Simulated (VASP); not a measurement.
# Ti4H in VASP: notebook, part 2 of 2

VASP 6.6.1. Earlier steps stand in the parts before.

### 6 Single point, PBEsol (bulk in the cell of the (1 0 0) plane)

INCAR reads:

```
PREC = Accurate
ENCUT = 520
EDIFF = 1E-6
ISMEAR = 0
SIGMA = 0.1
LREAL = False
LASPH = True
NELM = 100
ALGO = Fast
ISIF = 2
LWAVE = False
LCHARG = False
GGA = PS
NBANDS = 12
ISYM = 0
```

KPOINTS reads:

```
Automatic mesh
0
Gamma
  12 12 17
```

POSCAR reads:

```
Ti
1.0
    2.8679136060      0.0000000000      0.0000000000
    0.0000000000      2.8679136060      0.0000000000
    1.4339568030      1.4339568030      2.0279211587
Ti
1
Direct
    0.0000000000      0.0000000000      0.0000000000
```

Potentials or basis: VASP PAW PBE potentials, release 64 (Ti_sv).

The run is started by

```sh
> cat potpaw_PBE.64/Ti_sv/POTCAR > POTCAR
> mpirun -np 1 vasp_std > vasp.out
```

OUTCAR:

```text
PREC = Accurate
   ENCUT = 520
   EDIFF = 1E-6
   ISMEAR = 0
   LREAL = False
   LASPH = True
   NELM = 100
   ISIF = 2
   GGA = PS
   ISYM = 0

 ion  position               nearest neighbor table
   1  0.000  0.000  0.000-

IMPORTANT INFORMATION: All symmetrisations will be switched off!
NOSYMM: (Re-)initialisation of all symmetry stuff for point group C_1.

----------------------------------------------------------------------------------------

                                     Primitive cell

  volume of cell :      16.6795

  direct lattice vectors                    reciprocal lattice vectors
     2.867913606  0.000000000  0.000000000     0.348685538  0.000000000 -0.246557909
     0.000000000  2.867913606  0.000000000     0.000000000  0.348685538 -0.246557909
     1.433956803  1.433956803  2.027921159     0.000000000  0.000000000  0.493115818

  length of vectors
     2.867913606  2.867913606  2.867913606     0.427050825  0.427050825  0.493115818

  position of ions in fractional coordinates (direct lattice)
     0.000000000  0.000000000  0.000000000

  ion indices of the primitive-cell ions
   primitive index   ion index
                 1           1

[... 160 lines left out ...]
      8       9.4289      0.00000
      9      11.1445      0.00000
     10      11.1455      0.00000
     11      24.0204      0.00000
     12      28.6528      0.00000
[... 331 lines left out ...]
 k-point    24 :       0.3333    0.1667    0.0000
  band No.  band energies     occupation
      1     -47.7367      2.00000
      2     -24.4197      2.00000
      3     -24.0254      2.00000
      4     -23.8852      2.00000
      5       6.2433      2.00000
      6       8.2610      1.99990
      7       8.8449      0.00001
      8       9.8797      0.00000
      9      11.4995      0.00000
     10      13.2322      0.00000
     11      18.6479      0.00000
     12      22.6692      0.00000

 [... further k-points ...]

------------------------ aborting loop because EDIFF is reached ----------------------------------------

  FORCE on cell =-STRESS in cart. coord.  units (eV):
  Direction    XX          YY          ZZ          XY          YZ          ZX
  --------------------------------------------------------------------------------------
  -------------------------------------------------------------------------------------
  Total       -0.0282542     -0.0282789     -0.0256649     -0.0038609     -0.0053854     -0.0053800
  in kB       -2.7140054     -2.7163802     -2.4652866     -0.3708629     -0.5173041     -0.5167864
  external PRESSURE =      -2.6318907 kB  Pullay stress =       0.0000000 kB

 VOLUME and BASIS-vectors are now :
 -----------------------------------------------------------------------------
  energy-cutoff  :      520.00
  volume of cell :       16.68
      direct lattice vectors                 reciprocal lattice vectors
     2.867913606  0.000000000  0.000000000     0.348685538  0.000000000 -0.246557909
     0.000000000  2.867913606  0.000000000     0.000000000  0.348685538 -0.246557909
     1.433956803  1.433956803  2.027921159     0.000000000  0.000000000  0.493115818

 POSITION                                       TOTAL-FORCE (eV/Angst)
 -----------------------------------------------------------------------------------
      0.00000      0.00000      0.00000        -0.000002      0.000000     -0.000001
 -----------------------------------------------------------------------------------
    total drift:                               -0.000002      0.000000     -0.000001

  FREE ENERGIE OF THE ION-ELECTRON SYSTEM (eV)
  ---------------------------------------------------
  free  energy   TOTEN  =        -8.2870634950 eV

  energy  without entropy=       -8.2779819943  energy(sigma->0) =       -8.28252274
```

OSZICAR:

```text
N       E                     dE             d eps       ncg     rms          rms(c)
DAV:   1     0.860093143063E+02    0.86009E+02   -0.65506E+03 29500   0.121E+03
DAV:   2    -0.505590415227E+01   -0.91065E+02   -0.88565E+02 29920   0.296E+02
DAV:   3    -0.927836126088E+01   -0.42225E+01   -0.41776E+01 40788   0.648E+01
[... 12 lines left out ...]
RMM:  16    -0.828705625184E+01   -0.84728E-05   -0.77275E-05 42404   0.532E-02    0.104E-02
RMM:  17    -0.828705967850E+01   -0.34267E-05   -0.32703E-05 38463   0.424E-02    0.317E-03
RMM:  18    -0.828706177312E+01   -0.20946E-05   -0.21497E-05 33121   0.216E-02    0.291E-03
RMM:  19    -0.828706300714E+01   -0.12340E-05   -0.10723E-05 31487   0.183E-02    0.205E-03
RMM:  20    -0.828706349495E+01   -0.48781E-06   -0.52658E-06 27158   0.108E-02
   1 F= -.82870635E+01 E0= -.82825227E+01  d E =-.908150E-02
```

Run time: 2.1 min. Hardware: 1 thread of Intel Xeon 6975P-C (Granite Rapids), shared host; peak memory 0.34 GiB.

What came out:

- Free energy: -8.2871 eV
- Pressure: -0.3 GPa
- Band gap on the k mesh: none (metal or under the smearing width)

Levels at points of the mesh, in eV from the Fermi level:
| k point | band 3 | band 4 | band 5 | band 6 | band 7 | band 8 | band 9 | band 10 |
| --- | --- | --- | --- | --- | --- | --- | --- | --- |
| (0.00, 0.00, 0.00) | -32.32 | -32.32 | -6.20 | 0.89 | 0.89 | 0.89 | 2.61 | 2.61 |
| (0.50, 0.00, 0.00) | -32.42 | -32.42 | -2.70 | 0.74 | 0.76 | 0.76 | 3.76 | 3.76 |
| (0.00, 0.50, 0.00) | -32.42 | -32.42 | -2.70 | 0.74 | 0.76 | 0.76 | 3.76 | 3.76 |
| (0.50, 0.50, 0.00) | -32.59 | -32.59 | -2.74 | -1.83 | 3.02 | 3.74 | 4.06 | 4.06 |

Caveat: the PAW data sets were made with another functional, which shifts forces and pressure a little; the real-space grid breaks the cell's symmetry a little.

### 7 Summary

| potentials or basis | cell | k mesh | dipole correction | gap on the mesh (eV) | pressure (GPa) |
| --- | --- | --- | --- | --- | --- |
| VASP PAW PBE potentials, release 64 (Ti_sv, H) | as given | 10 × 10 × 1 | yes | none | - |
| VASP PAW PBE potentials, release 64 (Ti_sv) | strained and moved within a subgroup | 16 × 14 × 14 | no | none | -11.1 |
| VASP PAW PBE potentials, release 64 (Ti_sv) | strained and moved within the space group | 18 × 18 × 18 | no | none | -5.3 |
| VASP PAW PBE potentials, release 64 (Ti_sv) | strained and moved within a subgroup | 16 × 14 × 16 | no | none | -12.3 |
| VASP PAW PBE potentials, release 64 (Ti_sv) | bulk in the cell of the (1 0 0) plane | 12 × 12 × 17 | no | none | -0.3 |

Alike in all rows: task single point; level PBEsol; no spin polarisation; cutoff (eV) 520; smearing gaussian 0.1 eV.

Caveats: the PAW data sets were made with another functional, which shifts forces and pressure a little; the real-space grid breaks the cell's symmetry a little (some runs).

Absolute energies hang on the potentials; compare differences alone.
